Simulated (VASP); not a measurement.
# Ta (Im-3m) in VASP: notebook, part 2 of 2

VASP 6.6.1. The steps go on from the part before.

**3. Single point, PBE**

INCAR reads:

```
PREC     = Accurate       # precision mode
ENCUT    = 300            # plane-wave cutoff, eV
EDIFF    = 1E-7           # SCF threshold, eV
ISMEAR   = 0              # smearing method
SIGMA    = 0.1            # smearing width, eV
LREAL    = F              # projectors in reciprocal space
LASPH    = T              # aspherical terms in the spheres
NELM     = 80             # most SCF steps
ALGO     = Fast           # electronic algorithm
ISIF     = 2              # what is computed and relaxed
LWAVE    = F              # write WAVECAR
LCHARG   = F              # write CHGCAR
GGA      = PE             # functional
NBANDS   = 12             # bands
```

KPOINTS reads:

```
regular mesh
0
Gamma
  14 14 14
```

POSCAR reads:

```
Ta
1.0
   -1.6512800000      1.6512800000      1.6512800000
    1.6512800000     -1.6512800000      1.6512800000
    1.6512800000      1.6512800000     -1.6512800000
Ta
1
Direct
    0.0000000000      0.0000000000      0.0000000000
```

Potentials or basis: VASP PAW PBE potentials, release 64 (Ta_pv).

Run with:

```
$ cat potpaw_PBE.64/Ta_pv/POTCAR > POTCAR
$ mpirun -np 1 vasp_std > vasp.out
```

It used 5 s of CPU time on 1 thread of Intel(R) Xeon(R) Platinum 8559C (Emerald Rapids), on a shared host, which was overloaded at the time.

It converged, with:

```yaml
Free_energy: -11.8140 eV
Pressure: 2.6 GPa
Band_gap_on_the_k_mesh: none (metal or under the smearing width)
```

Levels at points of the mesh, in eV from the Fermi level:
| k point | band 3 | band 4 | band 5 | band 6 | band 7 | band 8 |
| --- | --- | --- | --- | --- | --- | --- |
| (0.00, 0.00, 0.00) | -33.07 | -7.91 | 0.74 | 0.74 | 0.74 | 4.02 |
| (0.50, 0.00, 0.00) | -33.07 | -4.37 | -1.53 | 1.60 | 3.90 | 4.92 |
| (0.50, 0.50, 0.50) | -33.89 | -3.79 | -3.79 | 6.84 | 6.84 | 6.84 |

**4. Single point, PBE**

Changes to INCAR since step 3:

```diff
@@ -1,3 +1,3 @@
 PREC     = Accurate       # precision mode
-ENCUT    = 300            # plane-wave cutoff, eV
+ENCUT    = 350            # plane-wave cutoff, eV
 EDIFF    = 1E-7           # SCF threshold, eV
```

KPOINTS is that of step 3.

POSCAR is that of step 3.

Run with:

```
$ cat potpaw_PBE.64/Ta_pv/POTCAR > POTCAR
$ mpirun -np 1 vasp_std > vasp.out
```

Run time: 10 s. Hardware: 1 thread of Intel Xeon Platinum 8559C (Emerald Rapids), shared host; peak memory 0.12 GiB.

The run converged. Its results:

```
Free energy            : -11.8176 eV
Pressure               : 3.0 GPa
Band gap on the k mesh : none (metal or under the smearing width)
```

Levels at points of the mesh, in eV from the Fermi level:
```
           k point  band 1  band 2  band 3  band 4  band 5  band 6  band 7  band 8  band 9  band 10
(0.00, 0.00, 0.00)  -33.07  -33.07  -33.07   -7.91    0.74    0.74    0.74    4.02    4.02    15.02
(0.50, 0.00, 0.00)  -34.24  -33.45  -33.07   -4.37   -1.53    1.60    3.90    4.92    7.81    11.74
(0.50, 0.50, 0.50)  -33.88  -33.88  -33.88   -3.79   -3.79    6.84    6.84    6.84    8.67     8.67
```

The run has no spin-orbit coupling, so splittings on Ta are missing.

**5. Single point, PBE**

Changes to INCAR since step 4:

```diff
@@ -1,3 +1,3 @@
 PREC     = Accurate       # precision mode
-ENCUT    = 350            # plane-wave cutoff, eV
+ENCUT    = 400            # plane-wave cutoff, eV
 EDIFF    = 1E-7           # SCF threshold, eV
```

KPOINTS is that of step 4.

POSCAR is that of step 4.

Potentials or basis: VASP PAW PBE potentials, release 64 (Ta_pv).

Run with:

```
$ cat potpaw_PBE.64/Ta_pv/POTCAR > POTCAR
$ mpirun -np 1 vasp_std > vasp.out
```

OUTCAR:

```text
PREC = Accurate
   ENCUT = 400
   EDIFF = 1E-7
   ISMEAR = 0
   LREAL = F
   LASPH = T
   NELM = 80
   ISIF = 2
   GGA = PE

 ion  position               nearest neighbor table
   1  0.000  0.000  0.000-

  LATTYP: Found a body centered cubic cell.
 ALAT       =     3.3025600000

  Lattice vectors:

 A1 = (  -1.6512800000,   1.6512800000,   1.6512800000)
 A2 = (   1.6512800000,  -1.6512800000,   1.6512800000)
 A3 = (   1.6512800000,   1.6512800000,  -1.6512800000)

Analysis of symmetry for initial positions (statically):
[... 530 lines left out ...]
      4       2.9312      2.00000
      5       4.2307      2.00000
      6       4.7818      2.00000
      7       9.7134      0.00000
      8      10.2872      0.00000
      9      14.4347      0.00000
     10      16.5784      0.00000
     11      18.3692      0.00000
     12      22.1978      0.00000

 [... further k-points ...]
[... 5 lines left out ...]
  --------------------------------------------------------------------------------------
  -------------------------------------------------------------------------------------
  Total        0.3510434      0.3510434      0.3510434     -0.0000000     -0.0000000      0.0000000
  in kB       31.2283675     31.2283675     31.2283675     -0.0000000     -0.0000000      0.0000000
  external PRESSURE =      31.2283675 kB  Pullay stress =       0.0000000 kB

 VOLUME and BASIS-vectors are now :
 -----------------------------------------------------------------------------
  energy-cutoff  :      400.00
  volume of cell :       18.01
      direct lattice vectors                 reciprocal lattice vectors
    -1.651280000  1.651280000  1.651280000     0.000000000  0.302795407  0.302795407
     1.651280000 -1.651280000  1.651280000     0.302795407  0.000000000  0.302795407
     1.651280000  1.651280000 -1.651280000     0.302795407  0.302795407  0.000000000

 POSITION                                       TOTAL-FORCE (eV/Angst)
 -----------------------------------------------------------------------------------
      0.00000      0.00000      0.00000        -0.000000     -0.000000     -0.000000
 -----------------------------------------------------------------------------------
    total drift:                                0.000000      0.000000      0.000000

  FREE ENERGIE OF THE ION-ELECTRON SYSTEM (eV)
  ---------------------------------------------------
  free  energy   TOTEN  =       -11.8185712354 eV

  energy  without entropy=      -11.8140086982  energy(sigma->0) =      -11.81628997
```

Wall time 12 s (1 thread of Intel Xeon Platinum 8559C (Emerald Rapids), shared host); peak memory 0.13 GiB.

Results:

```
Free energy            : -11.8186 eV
Pressure               : 3.1 GPa
Band gap on the k mesh : none (metal or under the smearing width)
```

**6. Single point, PBE**

Changes to INCAR since step 5:

```diff
@@ -1,3 +1,3 @@
 PREC     = Accurate       # precision mode
-ENCUT    = 400            # plane-wave cutoff, eV
+ENCUT    = 450            # plane-wave cutoff, eV
 EDIFF    = 1E-7           # SCF threshold, eV
```

KPOINTS is that of step 5.

POSCAR is that of step 5.

Potentials or basis: VASP PAW PBE potentials, release 64 (Ta_pv).

Run with:

```
$ cat potpaw_PBE.64/Ta_pv/POTCAR > POTCAR
$ mpirun -np 1 vasp_std > vasp.out
```

It took 12 s on 1 thread of Intel Xeon Platinum 8559C (Emerald Rapids), shared host; peak memory 0.13 GiB.

The run converged. Its results:

```yaml
Free_energy: -11.8187 eV
Pressure: 3.1 GPa
Band_gap_on_the_k_mesh: none (metal or under the smearing width)
```

Levels at points of the mesh, in eV from the Fermi level:
| k point | band 2 | band 3 | band 4 | band 5 | band 6 | band 7 | band 8 | band 9 |
| --- | --- | --- | --- | --- | --- | --- | --- | --- |
| (0.00, 0.00, 0.00) | -33.06 | -33.06 | -7.91 | 0.74 | 0.74 | 0.74 | 4.02 | 4.02 |
| (0.50, 0.00, 0.00) | -33.44 | -33.07 | -4.37 | -1.53 | 1.60 | 3.90 | 4.93 | 7.81 |
| (0.50, 0.50, 0.50) | -33.88 | -33.88 | -3.79 | -3.79 | 6.84 | 6.84 | 6.84 | 8.67 |

Spin-orbit coupling is left out, which matters for the levels of Ta.

**7. Overview**

```csv
cutoff (eV),gap on the mesh (eV),pressure (GPa)
250,none,-
300,none,2.6
350,none,3.0
400,none,3.1
450,none,3.1
```

Alike in all rows: task single point; level PBE; potentials or basis VASP PAW PBE potentials, release 64 (Ta_pv); no spin polarisation; cell as given; k mesh 14 × 14 × 14; smearing gaussian 0.1 eV.

Every run on the cell as given and a fine mesh finds a metal.

Caveats: the cutoff is under 1.25 times the usual one of these potentials, so pressure, stress and relaxed cells hold a basis-set (Pulay) error (some runs).

Total energies depend on the potentials used, so only differences within one code and one set of settings carry meaning.
